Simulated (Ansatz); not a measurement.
# NiO under changes of volume

One of the cells (9.076 Å³/atom); the others are scaled copies at fixed shape and fractional positions:

```
Ni O
1.0
     0.00000    2.08590    2.08590
     2.08590    0.00000    2.08590
     2.08590    2.08590    0.00000
Ni O
1 1
Direct
  0.00000 0.00000 0.00000
  0.50000 0.50000 0.50000
```

```yaml
Program: Ansatz 0.2.0
Functional: PBEsol
Potentials_or_basis: all-electron LAPW, scalar-relativistic
Cutoff: 378 eV (chosen from the basis error)
Basis_error_allowed: 0.001 eV/atom
k_mesh: 11 × 11 × 11
Occupations: fermi-dirac, width 0.05 eV
Spin: collinear spin, ferromagnetic start
Starting_moments: "[1.0, 0.0] μB"
```

| volume (Å³/atom) | energy over the lowest point (meV/atom) | pressure (GPa) | moment (μB per cell) |
| --- | --- | --- | --- |
| 8.531 | ? | ? | ? |
| 8.713 | 0.00 | 0.6 | 1.31 |
| 8.894 | 1.85 | -3.5 | 1.38 |
| 9.076 | 7.79 | -6.8 | 1.48 |
| 9.257 | 17.21 | -9.9 | 1.56 |
| 9.439 | 29.91 | -12.5 | 1.63 |
| 9.620 | 45.14 | -14.7 | 1.71 |

Problem. What does the run at 8.531 Å³/atom give?

Solution. Energy over the lowest point 3.29 meV/atom; pressure 5.2 GPa; moment 1.26 μB per cell.

Worked out: A Birch-Murnaghan fit of order 3 (a polynomial in V^(-2/3)) to the other rows has its minimum at 8.73 Å³/atom with B0 = V·E''(V) = 196 GPa and B' = 5.4. It gives 2.83 meV/atom at 8.531 Å³/atom, against the run's 3.29, and -dE/dV = 4.7 GPa, against 5.2. A parabola through the other rows of the moment, of slope 0.494 μB per Å³/atom there, extrapolates to 1.22 μB, against the run's 1.26.

Energies are extrapolated to zero smearing.

Caveats: a cell with one magnetic atom can't hold antiferromagnetic order, which such compounds often take.
